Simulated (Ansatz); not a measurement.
**AlAs: H interstitial**

All numbers below come from DFT PBE, scalar-relativistic, plane waves, PAW in Ansatz 0.2.0. Run with 420 eV cutoff, 3×3×3 k-mesh, Gaussian smearing of 0.01 eV, collinear spin in charge 0 alone.

Host crystal, relaxed:

```
Al As
1.0
     0.00000    2.86396    2.86396
     2.86396    0.00000    2.86396
     2.86396    2.86396    0.00000
Al As
1 1
Direct
  0.00000 0.00000 0.00000
  0.75000 0.75000 0.75000
```

Supercell of 8 atoms, rows in host cell vectors: 1 -1 1; -1 -1 1; 1 -1 -1. Atoms relax at the host's cell, keeping the symmetry that the supercell leaves at the site. The cell is small, so energies carry finite-size errors of tenths of an eV. The host's Kohn–Sham gap is 1.50 eV.

Defect: H interstitial, charge 0.

Command:

```bash
ansatz run input.yaml --threads 4 --pin off --max-ram 8192MiB --backend cpu --events-out ev --progress --plain --runs-dir out
```

The input:

```yaml
crystal:
  lattice:
    - [0.0, 5.7279123196, 0.0]
    - [0.0, 0.0, -5.7279123196]
    - [-5.7279123196, 0.0, 0.0]
  atoms:
    - { symbol: Al, position: [0.5, 1.0, 0.5], spin: 0.125 }
    - { symbol: Al, position: [0.0, 1.0, 0.0], spin: 0.125 }
    - { symbol: Al, position: [0.5, 0.5, 0.0], spin: 0.125 }
    - { symbol: Al, position: [0.0, 0.5, 0.5], spin: 0.125 }
    - { symbol: As, position: [0.75, 0.75, 0.75], spin: 0.125 }
    - { symbol: As, position: [0.25, 0.75, 0.25], spin: 0.125 }
    - { symbol: As, position: [0.75, 0.25, 0.25] }
    - { symbol: As, position: [0.25, 0.25, 0.75], spin: 0.125 }
    - { symbol: H, position: [0.25, 0.75, 0.75], spin: 0.125 }
  host:
    lattice:
      - [0.0, 2.8639561598, 2.8639561598]
      - [2.8639561598, 0.0, 2.8639561598]
      - [2.8639561598, 2.8639561598, 0.0]
    atoms:
      - { symbol: Al, position: [0.0, 0.0, 0.0] }
      - { symbol: As, position: [0.75, 0.75, 0.75] }
basis:
  ecutwfc: 420
  xc_grid: 2
kpoints:
  mp_grid: { grid: [3, 3, 3], shift: [0.0, 0.0, 0.0] }
hamiltonian:
  xc: pbe
scf:
  occupations: { method: gaussian, width: 0.01 }
output:
  forces: true
  stress: false
  eigenvalues: true
  populations: true
  charged_corrections:
    defect_position: [0.25, 0.75, 0.75]
    epsilon: [[11.5641, 0.0, 0.0], [0.0, 11.5641, 0.0], [0.0, 0.0, 11.5641]]
  write_density: true
  write_potential: true
  elf: true
  volumetric_format: npy
magnetization:
  spin_polarized: true
relax:
  adjacent_minimum: "off"
  f_tol: 0.025
  max_steps: 45
```

From the output:

```
Warning: RAYON_NUM_THREADS=4 ignored (pool sized by the plan → 4); use --threads N
Crystal: 9 atoms, lattice volume = 187.927 Å³
Basis set: ecut = 420 eV, 3743 PW (Γ), exchange–correlation on 80×80×80 points (8 copies of the dense FFT grid, shifted against one another)
Bands: 46, of which v1, the nominal top of the filled ones, is band 37 counted from 1 (36 counted from 0)
Symmetry: 24 space group operations
Space group: P-43m (ITA 215), of the structure as read, at distance tolerance 5.7e-5 Å
k-points: 4 of 27 (time reversal used)
relax step   1: F+E_penalty+E_count = -21592.32713770 eV  Δ(F+E_penalty+E_count) = +0.000e0 eV  max|allowed force component| = 1.829e-1 eV/Å  Δτ_max = 0.0000 Å
relax step   2: F+E_penalty+E_count = -21592.34496740 eV  Δ(F+E_penalty+E_count) = -1.783e-2 eV  max|allowed force component| = 3.324e-2 eV/Å  Δτ_max = 0.0295 Å
relax step   3: F+E_penalty+E_count = -21592.34551545 eV  Δ(F+E_penalty+E_count) = -5.480e-4 eV  max|allowed force component| = 1.028e-2 eV/Å  Δτ_max = 0.0068 Å
SCF converged after 6 iterations
Free energy (F): -21592.345515 eV
E sigma→0 (E₀):  -21592.345230 eV
Fermi energy:    6.028907 eV
```

The relaxation gained 0.02 eV in 3 steps. Time: 8.9 s on 4 threads of Arm Neoverse V2, with other jobs on the host, peak memory 0.5 GiB.